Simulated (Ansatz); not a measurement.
**Scandium, fcc under RPBE: structure, energy and stiffness**

The plan for scandium in the fcc structure: relax it, solve it on a dense k-mesh, then scale the cell to 7 volumes from 88 to 112 % of the relaxed one and try a fit of the equation of state. Spin polarisation is left out. The k-meshes are 12×12×12 for the relaxation; 19×19×19 for the dense run; 13×13×13 for the volumes.

This is Sc in the fcc structure; at room conditions it is hcp.

Method: DFT RPBE, plane waves (420 eV) with PAW, scalar-relativistic; PBE-made PAW files, in Ansatz 0.2.0.

## (1) Starting point

The structure is cubic, space group Fm-3m (No. 225). Conventional cell: a = 4.642 Å, b = 4.642 Å, c = 4.642 Å, α = 90.00°, β = 90.00°, γ = 90.00°. Around Sc (site symmetry m-3m) lie 12 Sc at 3.28 Å.

Structure file:

```xyz
1
Lattice="0.0000 2.3209 2.3209 2.3209 0.0000 2.3209 2.3209 2.3209 0.0000" Properties=species:S:1:pos:R:3 pbc="T T T"
Sc    0.0000    0.0000    0.0000
```

## (2) Relaxing cell and atoms

input.yaml

```yaml
crystal:
  lattice:
    - [0.0, 2.3208600778, 2.3208600778]
    - [2.3208600778, 0.0, 2.3208600778]
    - [2.3208600778, 2.3208600778, 0.0]
  atoms:
    - { symbol: Sc, position: [0.0, 0.0, 0.0] }
hamiltonian:
  xc: rpbe
  pseudopotentials:
    kind: paw
    azcp:
      Sc: "pseudopotentials/Sc.paw.azcp"
basis:
  ecutwfc: 420
  fft_grid_basis: typed
kpoints:
  mp_grid: { grid: [12, 12, 12], shift: [0, 0, 0] }
magnetization:
  spin_polarized: false
scf:
  occupations: { method: fermi_dirac, width: 0.1 }
relax:
  max_steps: 60
  f_tol: 0.01
  cell: {}
output:
  write_density: true
  write_potential: true
  elf: true
  volumetric_format: npy
```

After this run come: The energy on a finer k-mesh; The cell scaled to 88 % of its volume; The cell scaled to 92 % of its volume; The cell scaled to 96 % of its volume; The cell scaled to 100 % of its volume; The cell scaled to 104 % of its volume; The cell scaled to 108 % of its volume; The cell scaled to 112 % of its volume.

Before running it: what results should come out? Wanted: space group; conventional cell; volume; shortest distance; gap on the mesh; highest ELF outside the cores; V₀, B₀, B₀′.

**Answer**, as computed:

```
                      quantity                               value
space group (spins left aside)                     Fm-3m (No. 225)
             conventional cell                         a = 4.691 Å
                        volume                      25.803 Å³/atom
             shortest distance                             3.317 Å
               gap on the mesh        none (levels filled in part)
 highest ELF outside the cores  0.76, 2.35 Å from the nearest atom
                   V₀, B₀, B₀′         25.689 Å³/atom, 48 GPa, 3.1
```

What this shows: The relaxation enlarged the cell by 3.2 % in volume. No gap shows: it is a metal or semimetal at this level. The fitted modulus is 48 GPa. The symmetry was held, so the structure may be unstable against distortions that break it.
